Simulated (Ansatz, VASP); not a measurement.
Two plane-wave programs on In

```xyz
1
Lattice="-1.6543 1.6543 2.3379 1.6543 -1.6543 2.3379 1.6543 1.6543 -2.3379" Properties=species:S:1:pos:R:3 pbc="T T T"
In    0.0000    0.0000    0.0000
```

Alike in both runs: task single point; functional PBEsol; k mesh 18 × 18 × 18; occupations gaussian, width 0.1 eV; no spin polarisation.

|  | VASP | Ansatz |
| --- | --- | --- |
| version | VASP 6.6.1 | Ansatz 0.2.0 |
| potentials or method | VASP PAW PBE potentials, release 64 (In_d) | scalar-relativistic, plane waves, PAW |
| plane-wave cutoff (eV) | 520 | 600 |
| valence electrons in the cell | 13 | 13 |

|  | VASP | Ansatz | Ansatz less VASP |
| --- | --- | --- | --- |
| gap on the k mesh at the Fermi level (eV) | none | none | - |
| pressure (GPa) | 0.0 | 0.0 | +0.01 |

A gap of «none» marks a metal or a gap that the smearing closes. With one functional, cell and mesh, what is left measures potentials, basis and numerics. Ansatz warned: «pseudo_functional_mismatch».

Caveats: the PAW data sets were made with another functional, which shifts forces and pressure a little (VASP).
